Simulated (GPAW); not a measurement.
# Ge (Imma) in GPAW: single point with PBE

Aim: the single point of Ge with PBE.

All numbers are computed with GPAW 26.7.0; they aren't measurements. Logs are shortened: lines on timing, memory, paths and dates and some standing lists are left out, and cuts for length are marked. The log counts tension as positive stress, the text compression.

## (1) The crystal as given

Symmetry: Imma, No. 74, orthorhombic system. Conventional cell: a = 4.992 Å, b = 5.302 Å, c = 2.874 Å, α = 90.00°, β = 90.00°, γ = 90.00°. Ge (site symmetry mm2) has 6 Ge at 2.68 to 2.87 Å as nearest neighbours.

This isn't the form of Ge at room conditions, which is diamond.

## (2) Single point, PBE

The input, run.py:

```python
from ase import Atoms
from ase.dft.bandgap import bandgap
from ase.io import write
from ase.units import GPa
from gpaw import GPAW, PW

atoms = Atoms(['Ge', 'Ge'],
              cell=[[-2.495898, 2.650863, 1.436947],
                    [2.495898, -2.650863, 1.436947],
                    [2.495898, 2.650863, -1.436947]],
              scaled_positions=[[0.314057, 0.064057, 0.25],
                                [0.685943, 0.935943, 0.75]],
              pbc=True)

calc = GPAW(mode=PW(450),
            xc='PBE',
            kpts={'size': (9, 9, 9), 'gamma': True},
            occupations={'name': 'fermi-dirac', 'width': 0.05},
            nbands=11,
            maxiter=120,
            txt='gpaw.txt')
atoms.calc = calc
energy = atoms.get_potential_energy()
forces = atoms.get_forces()
stress = atoms.get_stress()
calc.write('gs.gpw')
write('result.traj', atoms)
print(f'Energy: {energy:.6f} eV')
print('Forces (eV/A):')
print(forces.round(4))
print('Stress (GPa):', (stress / GPa).round(3))
print('Fermi level:', round(calc.get_fermi_level(), 4), 'eV')
print(f'Gap: {bandgap(calc)[0]:.4f} eV, direct: {bandgap(calc, direct=True)[0]:.4f} eV')
```

Potentials or basis: GPAW PAW data sets (gpaw-data 1.2.1), pw.

Launch:

```bash
OMP_NUM_THREADS=1 python run.py
```

gpaw.txt:

```text
__  _  _
 | _ |_)|_||  |
 |__||  | ||/\| - 26.7.0

Input parameters:
  mode=PW(ecut=450.00000000000006),
  kpts=MonkhorstPack(size=(9, 9, 9), gamma=True),
  maxiter=120,
  nbands=11,
  occupations=Occupations(name='fermi-dirac', width=0.05),
  xc=XC(name='PBE')

Diagonalizing LCAO Hamiltonian
Converting LCAO to pw mode

             Ge

       Ge

Atoms  # Å, Bohr magnetons
|   | symbol |        x |        y |        z |    initial magnetic moments |
|---|--------|----------|----------|----------|-----------------------------|
| 0 |     Ge | 0.000000 | 1.325432 | 0.184093 | ( 0.0000,  0.0000,  0.0000) |
| 1 |     Ge | 2.495898 | 1.325432 | 1.252854 | ( 0.0000,  0.0000,  0.0000) |

Unit cell  # Å
| periodic |         x |         y |         z |  lengths |     angles |
|----------|-----------|-----------|-----------|----------|------------|
|      yes | -2.495898 |  2.650863 |  1.436947 | 3.914256 | 100.767417 |
|      yes |  2.495898 | -2.650863 |  1.436947 | 3.914256 |  94.744414 |
|      yes |  2.495898 |  2.650863 | -1.436947 | 3.914256 | 136.925499 |

Number of symmetries: 4
Symmetry operations  # r_c * U_cc + t_c -> r_c
|   | kind |            matrix            |
|---|------|------------------------------|
| 0 |  σ   |  1, 1, 1,  0, 0,-1,  0,-1, 0 |
| 1 |  E   |  1, 0, 0,  0, 1, 0,  0, 0, 1 |
| 2 |  i   | -1, 0, 0,  0,-1, 0,  0, 0,-1 |
| 3 |  C2  | -1,-1,-1,  0, 0, 1,  0, 1, 0 |

BZ-sampling:
  Number of BZ points: 729
  Number of IBZ points: 205

  Monkhorst-Pack size: [9, 9, 9]
  Monkhorst-Pack shift: [0, 0, 0]

K-points  # in reciprocal-cell coordinates
|     |                                coordinates |     weight |
|-----|--------------------------------------------|------------|
|   0 | (  0.00000000,   0.00000000,   0.00000000) | 0.00137174 |
|   1 | (  0.00000000,   0.11111111,  -0.11111111) | 0.00274348 |
|   2 | (  0.00000000,   0.22222222,  -0.22222222) | 0.00274348 |
|   3 | (  0.00000000,   0.33333333,  -0.33333333) | 0.00274348 |
|   4 | (  0.00000000,   0.44444444,  -0.44444444) | 0.00274348 |
|   5 | (  0.11111111,  -0.44444444,   0.33333333) | 0.00548697 |
|   6 | (  0.11111111,  -0.44444444,   0.44444444) | 0.00274348 |
|   7 | (  0.11111111,  -0.33333333,   0.22222222) | 0.00548697 |
|   8 | (  0.11111111,  -0.33333333,   0.33333333) | 0.00274348 |
|   9 | (  0.11111111,  -0.22222222,   0.11111111) | 0.00548697 |
| ... |                                            |            |
| 204 | (  0.44444444,   0.44444444,   0.44444444) | 0.00548697 |

Plane wave coefficients: 843
Cutoff: 450.00000000000006 eV

Spin-components: 1 (collinear spins)
Bands:           11
Projectors:      10
Spin-degeneracy: 2
Datatype:        complex128

Parallelization:
  kpt:    1
  domain: 1
  band:   1

Density:
  Valence electrons: 8.0
  Components: 1
  Grid points: [20 20 20]
  Charge: 0.0  # |e|

Potential:
  Grid points: [20 20 20]

species:
  Ge:
    name:    Germanium
    Z:       32.0
    valence: 4
    core:    28
    charge:  0.0  # [|e|]
    compensation charges:
      type: gauss
      rc: 0.32  # [Å]
      lmax: 2
    cutoffs:
      filter: 1.77  # [Å]
      core: 3.42  # [Å]
    projectors
    | kind |    occ | energy [eV] | rcut [Å] |
    |------|--------|-------------|----------|
    |   4s |  2.000 |     -11.726 |    1.005 |
    |   4p |  2.000 |      -3.896 |    1.005 |
    |    s |        |      15.485 |    1.005 |
    |    p |        |      23.315 |    1.005 |
    |    d |        |       0.000 |    1.005 |

    Using partial waves for Ge as LCAO basis

Reference energy: -114195.275705  # eV

eigensolver:
  PPCG
  Converge bands: occupied
  niter=2

density mixing:
  MSR1-Mixer
  Pratt-step length: 0.05
  Maximum mixing coefficient: 0.75
  Old densities: 10
  SVD Regularization: 0.005
  Good broyden scale: 1.0
  Trust region scale: 1.0
  Backstep threshold: 4.0
  History deletion threshold: 6.0
  Fourier metric: weight=20.0, sigma=0.015

occupation numbers:
  Fermi-Dirac:
    width: 0.0500  # eV

poisson solver:
  ecut: 3600.0000000000005  # eV

xc functional:
  name: PBE with 2 nearest neighbor stencil

convergence criteria:
- Maximum [total energy] change in last 3 cyles: 0.0005 eV / valence electron
- Maximum integral of absolute [dens]ity change: 0.0001 electrons / valence electron
- Maximum integral of absolute [eigenst]ate change: 4e-08 eV^2 / valence electron
maximum number of iterations: 120

SCF iterations
|iter     | |      energy | eigst |  dens |
|---------|-|-------------|-------|-------|
|iter:   1| |   -8.565621 | -0.72 |       |
|iter:   2| |   -8.565745 | -3.10 | -1.19 |
|iter:   3| |   -8.560512 | -3.45 | -1.22 |
|iter:   4| |   -8.560661 | -4.34 | -1.74 |
|iter:   5| |   -8.560650c| -5.49 | -2.64 |
|iter:   6| |   -8.560650c| -7.31 | -3.79 |
|iter:   7| |   -8.560650c| -7.97c| -4.46c|

Converged in 7 steps
Energy contributions relative to reference atoms: (reference = -114195.275705)

Energy contributions:
  Kinetic:          16.187457
  Coulomb:         -14.374998
  Zero:             -0.001464
  External:          0.000000
  Xc:              -10.367477
  Entropy:          -0.008337
  Spinorbit:         0.000000
  ----------------------------
  Free energy:      -8.564819
  Extrapolated:     -8.560650

dipole moment: (0.000155, 0.000165, 0.000089)  # |e|*Ang

Fermi level: 7.723
Eigenvalues  # (at kpt = [0.000, 0.000, 0.000])
| band index |      eig [eV] | occ [0-2] |
|------------|---------------|-----------|
|          0 |        -5.387 |     2.000 |
|          1 |         3.895 |     2.000 |
|          2 |         5.360 |     2.000 |
|          3 |         5.810 |     2.000 |
|          4 |        11.163 |     0.000 |
|          5 |        14.688 |     0.000 |
|          6 |        14.900 |     0.000 |
|          7 |        15.622 |     0.000 |
|          8 |        15.960 |     0.000 |
|          9 |        18.259 |     0.000 |
|         10 |        20.167 |     0.000 |

No gap
No difference between direct/indirect transitions

Forces  # eV/Ang
|       x |        y |        z |
|---------|----------|----------|
| 0.00000 | -0.00001 |  0.03770 |  # Ge   0
| 0.00000 |  0.00001 | -0.03770 |  # Ge   1

Stress tensor  # eV/Ang^3
|         x |         y |         z |
|-----------|-----------|-----------|
| -0.007380 |  0.000000 |  0.000000 |
|  0.000000 | -0.005146 |  0.000001 |
|  0.000000 |  0.000001 | -0.007029 |

# Writing to gs.gpw (mode='')
```

It took 19 s on 1 thread of Arm Neoverse V2, shared host; peak memory 0.18 GiB.

What came out:

```
Free energy            : -8.5648 eV
Pressure               : 1.0 GPa
Largest force          : 0.038 eV/Å
Band gap on the k mesh : none (metal or under the smearing width)
```

Forces in eV/Å, atoms in the order of the input:
```
Ge   0.000  0.000  0.038
Ge   0.000  0.000 -0.038
```

Caveat: the cutoff is short for stress and forces, so pressures can be off by a GPa or more.
